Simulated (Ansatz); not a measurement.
All numbers below come from Ansatz, DFT PBE, scalar-relativistic, plane waves, PAW. The screen uses 420 eV, coarse Γ-centred meshes (up to 0.6 Å⁻¹ on the start cell), Gaussian smearing of 0.2 eV, tolerances of 0.08 eV/Å and 0.8 GPa and 16 steps at most, with the symmetry of each start kept. No spin polarisation. Energies are free energies per atom, good to about 0.1 eV/atom between metallic cells, end volumes are rough, and groups of ends are read at 0.1 Å.

Two trial cells of Mo3H, not yet relaxed:

A.

```
CELL_PARAMETERS angstrom
-1.62355 1.62355 5.01916
1.62355 -1.62355 5.01916
1.62355 1.62355 -5.01916
ATOMIC_POSITIONS crystal
H 0.25000 0.75000 0.50000
Mo 0.66000 0.66000 0.00000
Mo 0.34000 0.34000 0.00000
Mo 0.00000 0.00000 0.00000
```

B.

```
CELL_PARAMETERS angstrom
3.31999 0.00000 0.00000
-1.65999 2.87519 0.00000
0.00000 0.00000 7.68372
ATOMIC_POSITIONS crystal
H 0.00000 0.00000 0.50000
Mo 0.33333 0.66667 0.50000
Mo 0.00000 0.00000 0.77069
Mo 0.00000 0.00000 0.22931
```

Question: Does the order of the two change on relaxation?

Answer: As given, A is lower by 1.08 eV/atom. Relaxed, A is lower by 0.49 eV/atom, so the order holds. A goes from I-4m2 at 13.2 Å³/atom to I-4m2 at 12.6 Å³/atom and gains 0.03 eV/atom. B goes from P-6m2 at 18.3 Å³/atom to P-6m2 at 13.4 Å³/atom and gains 0.61 eV/atom. The closest pair in A goes from Mo–H at 1.86 Å to Mo–H at 1.84 Å. The closest pair in B goes from Mo–H at 1.92 Å to Mo–H at 1.76 Å. At the end: counting Mo atoms around H (those within 1.25 times the shortest such distance or 1.15 times the sum of covalent radii, 1.27 where that leaves under three; a plus sign parts nearer from farther groups), A has H 4 and B has H 3+2.

With hydrogen, zero-point motion can shift such differences by 10 meV/atom or more.
